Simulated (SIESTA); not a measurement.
Runs of SIESTA 5.4.2 on Co. The structure is trigonal, space group P-3m1 (No. 164). Conventional cell: a = 2.487 Å, b = 2.487 Å, c = 4.063 Å, α = 90.00°, β = 90.00°, γ = 120.00°. Co (site symmetry 3m) is surrounded by 12 Co at 2.42 to 2.55 Å. This isn't the form of Co at room conditions, which is hcp.

```csv
task,level,potentials or basis,cell,gap on the mesh (eV),pressure (GPa),moment (μB),largest force (eV/Å)
single point,PBE,"PseudoDojo 0.4 standard (PBE files), DZP (energy shift 0.003 Ry; two zetas on semicore shells)","atoms moved at random, drawn with an rms of 0.05 Å",none,1.6,3.30,0.82
single point,PBEsol,"PseudoDojo 0.4 standard (PBEsol files), DZP (energy shift 0.003 Ry; two zetas on semicore shells)","atoms moved at random, drawn with an rms of 0.05 Å",none,-8.7,3.27,0.76
single point,PBE,"PseudoDojo 0.4 standard (PBE files), DZP (energy shift 0.003 Ry; two zetas on semicore shells)",as given,none,(a),3.30,0.56
band structure,PBEsol,"PseudoDojo 0.4 standard (PBEsol files), DZP (energy shift 0.003 Ry; two zetas on semicore shells)",as given,none,-9.7,3.26,0.51
single point,PBEsol,"PseudoDojo 0.4 standard (PBEsol files), DZP (energy shift 0.003 Ry; two zetas on semicore shells)",as given,none,-9.7,3.26,0.51
```

Alike in all rows: spin collinear, ferromagnetic start; k mesh 12 × 12 × 7; smearing fermi-dirac 0.05 eV; grid cutoff 800 Ry; energy shift 0.003 Ry.

**Question.** Fill in the values left out.

**Answer.** (a) 0.6.

Caveats: short orbitals over semicore shells can move pressures by several GPa; the basis of atomic orbitals isn't converged, which shifts pressures, moduli and gaps.

A gap of «none» marks a metal or a gap under the smearing width.
